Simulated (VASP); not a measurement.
# Pd (Fm-3m) in VASP: elastic constants with LDA

Aim: the elastic constants of Pd with LDA.

Program: VASP 6.6.1. These are calculated values, not measurements. Logs are shortened: lines on timing, memory, paths and dates and some standing lists are left out, and cuts for length are marked.

## (1) The crystal as given

The structure is cubic, space group Fm-3m (No. 225). Conventional cell: a = 3.893 Å, b = 3.893 Å, c = 3.893 Å, α = 90.00°, β = 90.00°, γ = 90.00°. Around Pd (site symmetry m-3m) lie 12 Pd at 2.75 Å.

## (2) Elastic constants, LDA

The input, POSCAR:

```
Pd
1.0
    0.0000000000      1.9465000000      1.9465000000
    1.9465000000      0.0000000000      1.9465000000
    1.9465000000      1.9465000000      0.0000000000
Pd
1
Direct
    0.0000000000      0.0000000000      0.0000000000
```

The input, INCAR.step1:

```
SYSTEM = Pd
PREC = Accurate ; ENCUT = 600
EDIFF = 1E-8 ; ISMEAR = 0
SIGMA = 0.1 ; LREAL = .False.
LASPH = .True. ; NELM = 80
ALGO = Normal ; ISIF = 3
LWAVE = .False. ; LCHARG = .False.
GGA = CA ; IBRION = 2
NSW = 40 ; EDIFFG = -0.002
```

The input, INCAR.step2:

```
SYSTEM = Pd
PREC = Accurate ; ENCUT = 600
EDIFF = 1E-8 ; ISMEAR = 0
SIGMA = 0.1 ; LREAL = .False.
LASPH = .True. ; NELM = 80
ALGO = Normal ; ISIF = 3
LWAVE = .False. ; LCHARG = .False.
GGA = CA ; IBRION = 6
NFREE = 2 ; POTIM = 0.015
NSW = 1
```

The input, KPOINTS:

```
Automatic mesh
0
Gamma
  18 18 18
  0 0 0
```

Potentials or basis: VASP PAW LDA potentials, release 64 (Pd).

Run with:

```
$ cat potpaw_LDA.64/Pd/POTCAR > POTCAR
$ cp INCAR.step1 INCAR
$ mpirun -np 1 vasp_std > vasp.out
$ cp CONTCAR POSCAR
$ cp INCAR.step2 INCAR
$ mpirun -np 1 vasp_std > vasp.out
```

OUTCAR:

```text
SYSTEM = Pd
   PREC = Accurate
   ENCUT = 600
   EDIFF = 1E-8
   ISMEAR = 0
   LREAL = .False.
   LASPH = .True.
   NELM = 80
   ISIF = 3
   GGA = CA
   IBRION = 6
   NFREE = 2
   POTIM = 0.015
   NSW = 1

 ion  position               nearest neighbor table
   1  0.000  0.000  0.000-

  LATTYP: Found a face centered cubic cell.
 ALAT       =     3.8404359307

  Lattice vectors:

 A1 = (   0.0000000000,   1.9202179653,   1.9202179653)
 A2 = (   1.9202179653,   0.0000000000,   1.9202179653)
 A3 = (   1.9202179653,   1.9202179653,   0.0000000000)

Analysis of symmetry for initial positions (statically):
=====================================================================
 Subroutine PRICEL returns:
 Original cell was already a primitive cell.

 Routine SETGRP: Setting up the symmetry group for a
 face centered cubic supercell.

 Subroutine GETGRP returns: Found 48 space group operations
 (whereof 48 operations were pure point group operations)
 out of a pool of 48 trial point group operations.

The static configuration has the point symmetry O_h .

Analysis of symmetry for dynamics (positions and initial velocities):
=====================================================================
 Subroutine PRICEL returns:
 Original cell was already a primitive cell.

 Routine SETGRP: Setting up the symmetry group for a
 face centered cubic supercell.

 Subroutine GETGRP returns: Found 48 space group operations
 (whereof 48 operations were pure point group operations)
 out of a pool of 48 trial point group operations.

The dynamic configuration has the point symmetry O_h .

 Subroutine INISYM returns: Found 48 space group operations
 (whereof 48 operations are pure point group operations),
 and found     1 'primitive' translations

----------------------------------------------------------------------------------------

                                     Primitive cell

  volume of cell :      14.1606

  direct lattice vectors                    reciprocal lattice vectors
     0.000000000  1.920217965  1.920217965    -0.260387107  0.260387107  0.260387107
     1.920217965  0.000000000  1.920217965     0.260387107 -0.260387107  0.260387107
     1.920217965  1.920217965  0.000000000     0.260387107  0.260387107 -0.260387107

  length of vectors
     2.715598289  2.715598289  2.715598289     0.451003698  0.451003698  0.451003698

  position of ions in fractional coordinates (direct lattice)
     0.000000000  0.000000000  0.000000000

  ion indices of the primitive-cell ions
   primitive index   ion index
                 1           1

----------------------------------------------------------------------------------------

 KPOINTS: Automatic mesh

Automatic generation of k-mesh.
 Grid dimensions read from file:
 generate k-points for:   18   18   18

 Generating k-lattice:

  Cartesian coordinates                     Fractional coordinates (reciprocal lattice)
    -0.014465950  0.014465950  0.014465950     0.055555556  0.000000000  0.000000000
     0.014465950 -0.014465950  0.014465950     0.000000000  0.055555556  0.000000000
     0.014465950  0.014465950 -0.014465950     0.000000000  0.000000000  0.055555556

  Length of vectors
     0.025055761  0.025055761  0.025055761

  Shift w.r.t. Gamma in fractional coordinates (k-lattice)
     0.000000000  0.000000000  0.000000000

 Subroutine IBZKPT returns following result:
[... 96 lines left out ...]
  ext. energy  EPLUGINS =         0.00000000
  ---------------------------------------------------
  free energy    TOTEN  =        -6.50354814 eV

  energy without entropy =       -6.49249354  energy(sigma->0) =       -6.49802084

------------------------ aborting loop because EDIFF is reached ----------------------------------------

  FORCE on cell =-STRESS in cart. coord.  units (eV):
  Direction    XX          YY          ZZ          XY          YZ          ZX
  --------------------------------------------------------------------------------------
  -------------------------------------------------------------------------------------
  Total       -0.0020845     -0.0020845     -0.0020845      0.0000000      0.0000000     -0.0000000
  in kB       -0.2358530     -0.2358530     -0.2358530      0.0000000      0.0000000     -0.0000000
  external PRESSURE =      -0.2358530 kB  Pullay stress =       0.0000000 kB
[... 86 lines left out ...]
  FREE ENERGIE OF THE ION-ELECTRON SYSTEM (eV)
  ---------------------------------------------------
  free  energy   TOTEN  =        -6.5007693925 eV

  energy  without entropy=       -6.4900151491  energy(sigma->0) =       -6.49539227

[... ionic steps 4 to 12 ...]

--------------------------------------- Ionic step       13  -------------------------------------------

 number of electron      10.0000001 magnetization

------------------------ aborting loop because EDIFF is reached ----------------------------------------
[... 65 lines left out ...]
--------------------------------------- Ionic step       15  -------------------------------------------

 number of electron      10.0000001 magnetization

 Free energy of the ion-electron system (eV)
  ---------------------------------------------------
  ext. energy  EPLUGINS =         0.00000000
  ---------------------------------------------------
  free energy    TOTEN  =        -6.50354798 eV

  energy without entropy =       -6.49249338  energy(sigma->0) =       -6.49802068

 E-fermi :  10.3128     XC(G=0): -13.7677

 val. band max:       10.3109159139   @ k =  -0.4444   0.3889   0.1111
 cond. band min:      10.3164693706   @ k =   0.5000   0.1111   0.0000
 fundamental gap:      0.0055534567
 Fermi energy:        10.3128005189

 k-point     1 :       0.0000    0.0000    0.0000
  band No.  band energies     occupation
      1       2.7484      2.00000
      2       7.2434      2.00000
      3       7.2434      2.00000
      4       7.2434      2.00000
      5       9.0032      2.00000
      6       9.0032      2.00000
      7      27.4452      0.00000
      8      32.4009      0.00000
      9      32.4009      0.00000
[... 265 lines left out ...]
 k-point    24 :      -0.2222    0.0556    0.0000
  band No.  band energies     occupation
      1       4.5106      2.00000
      2       6.9981      2.00000
      3       7.5950      2.00000
      4       7.6321      2.00000
      5       8.8627      2.00000
      6       9.4305      2.00000
      7      25.5154      0.00000
      8      28.6476      0.00000
      9      32.8862      0.00000

 [... further k-points ...]

------------------------ aborting loop because EDIFF is reached ----------------------------------------

  FORCE on cell =-STRESS in cart. coord.  units (eV):
  Direction    XX          YY          ZZ          XY          YZ          ZX
  --------------------------------------------------------------------------------------
  -------------------------------------------------------------------------------------
  Total       -0.0020728     -0.0020728     -0.0020728      0.0000000      0.0000000     -0.0000000
  in kB       -0.2345202     -0.2345202     -0.2345202      0.0000000      0.0000000     -0.0000000
  external PRESSURE =      -0.2345202 kB  Pullay stress =       0.0000000 kB
[... 16 lines left out ...]
  FREE ENERGIE OF THE ION-ELECTRON SYSTEM (eV)
  ---------------------------------------------------
  free  energy   TOTEN  =        -6.5035479839 eV

  energy  without entropy=       -6.4924933797  energy(sigma->0) =       -6.49802068

 INTERNAL STRAIN TENSORS FROM STRAINED CELLS
 ============================================

 INTERNAL STRAIN TENSOR FOR ION    1 for displacements in x,y,z  (eV/Angst):
          X           Y           Z          XY          YZ          ZX
  --------------------------------------------------------------------------------
  x     0.00000     0.00000     0.00000    -0.00000     0.00000     0.00000
  y     0.00000    -0.00000     0.00000    -0.00000     0.00000     0.00000
  z    -0.00000     0.00000    -0.00000    -0.00000    -0.00000     0.00000

 INTERNAL STRAIN TENSORS FROM DISPLACED ATOMS
 ============================================

 INTERNAL STRAIN TENSOR FOR ION    1 for displacements in x,y,z  (eV/Angst):
          X           Y           Z          XY          YZ          ZX
  --------------------------------------------------------------------------------
  x     0.00000     0.00000     0.00000     0.00000     0.00000     0.00000
  y     0.00000     0.00000     0.00000     0.00000     0.00000     0.00000
  z     0.00000     0.00000     0.00000     0.00000     0.00000     0.00000

 Eigenvectors and eigenvalues of the dynamical matrix
 ----------------------------------------------------

   1 f/i=    0.000000 THz     0.000000 2PiTHz    0.000000 cm-1     0.000000 meV
             X         Y         Z           dx          dy          dz
      0.000000  0.000000  0.000000     0.940887   -0.338719    0.000000

   2 f/i=    0.000000 THz     0.000000 2PiTHz    0.000000 cm-1     0.000000 meV
             X         Y         Z           dx          dy          dz
      0.000000  0.000000  0.000000    -0.338719   -0.940887    0.000000

   3 f/i=    0.000000 THz     0.000000 2PiTHz    0.000000 cm-1     0.000000 meV
             X         Y         Z           dx          dy          dz
      0.000000  0.000000  0.000000     0.000000    0.000000    1.000000

--------------------------------------------------------------------------------------------------------

 ELASTIC MODULI CONTR FROM IONIC RELAXATION (kBar)
 Direction    XX          YY          ZZ          XY          YZ          ZX
 --------------------------------------------------------------------------------
 XX           0.0000      0.0000      0.0000      0.0000      0.0000      0.0000
 YY           0.0000      0.0000      0.0000      0.0000      0.0000      0.0000
 ZZ           0.0000      0.0000      0.0000      0.0000      0.0000      0.0000
 XY           0.0000      0.0000      0.0000      0.0000      0.0000      0.0000
 YZ           0.0000      0.0000      0.0000      0.0000      0.0000      0.0000
 ZX           0.0000      0.0000      0.0000      0.0000      0.0000      0.0000
 --------------------------------------------------------------------------------

 TOTAL ELASTIC MODULI (kBar)
 Direction    XX          YY          ZZ          XY          YZ          ZX
 --------------------------------------------------------------------------------
 XX        2742.4355   2045.6687   2045.6687     -0.0000      0.0000      0.0000
 YY        2045.6687   2742.4355   2045.6687      0.0000      0.0000      0.0000
 ZZ        2045.6687   2045.6687   2742.4355     -0.0000     -0.0000     -0.0000
 XY          -0.0000      0.0000     -0.0000    818.5840      0.0000     -0.0000
 YZ           0.0000      0.0000     -0.0000      0.0000    818.5840      0.0000
 ZX           0.0000      0.0000     -0.0000     -0.0000      0.0000    818.5840
 --------------------------------------------------------------------------------
```

Wall time 18 min (1 thread of Intel Xeon Platinum 8259CL at 2.50GHz (Skylake/Cascade Lake), shared host); peak memory 0.56 GiB.

What came out:

```yaml
Relaxed_volume: 14.16 Å³/atom
Relaxed_cell: a = 2.716 Å, b = 2.716 Å, c = 2.716 Å, α = 60.00°, β = 60.00°, γ = 60.00°
Space_group_after_relaxing_to_0.05_Å: Fm-3m (No. 225)
Elastic_constants_C11_C12_C44: 274, 205, 82 GPa
Voigt_bulk_modulus: 228 GPa
```

Step by step:
```csv
step,energy change (eV),largest force (eV/Å),pressure (GPa),volume (Å³)
1,0.0000,0.0000,-8.32,14.75
2,0.0408,0.0000,19.93,13.18
3,-0.0160,0.0000,-0.20,14.17
4,-0.0160,0.0000,-0.03,14.16
5,-0.0160,0.0000,0.16,14.15
6,-0.0160,0.0000,-0.24,14.18
7,-0.0160,0.0000,-0.01,14.16
```

Final structure:
```
CELL_PARAMETERS angstrom
0.00000 1.92022 1.92022
1.92022 0.00000 1.92022
1.92022 1.92022 0.00000
ATOMIC_POSITIONS crystal
Pd 0.00000 0.00000 0.00000
```

Elastic tensor in Voigt notation (GPa, in the Cartesian axes of the cell as first typed):
```
274 205 205   0   0   0
205 274 205   0   0   0
205 205 274   0   0   0
  0   0   0  82   0   0
  0   0   0   0  82   0
  0   0   0   0   0  82
```

Clamped-ion elastic tensor (GPa):
```
274 205 205   0   0   0
205 274 205   0   0   0
205 205 274   0   0   0
  0   0   0  82   0   0
  0   0   0   0  82   0
  0   0   0   0   0  82
```
